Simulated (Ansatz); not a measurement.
The system is Sn.

```
Sn
1.0
    -1.72654    1.77555    2.33834
     1.72654   -1.77555    2.33834
     1.72654    1.77555   -2.33834
Sn
1
Direct
  0.00000 0.00000 0.00000
```

This isn't the form of Sn at room conditions, which is tetragonal (white tin).

Base run:

* Program: Ansatz 0.2.0
* Functional: r2SCAN
* Potentials or basis: Ansatz PAW
* Cutoff: 500 eV (not typed: the program's choice for these potentials)
* k mesh: 11 × 11 × 11
* Occupations: gaussian, width 0.025 eV
* Spin: spin-orbit coupling, no magnetisation

Its results: band gap on the k mesh none (metal or under the smearing width); pressure -2.2 GPa.

The run is repeated on the same cell with these changes: functional from r2SCAN to RPBE; cutoff from 500 eV (not typed: the program's choice for these potentials) to 420 eV (not typed: the program's choice for these potentials); occupations from gaussian, width 0.025 eV to cold, width 0.05 eV. What comes out?

Band gap on the k mesh none (metal or under the smearing width); pressure 0.3 GPa.

Caveats: the PAW data sets come from PBE, with cores solved anew for the run's functional, which leaves a small shift of forces and pressure.
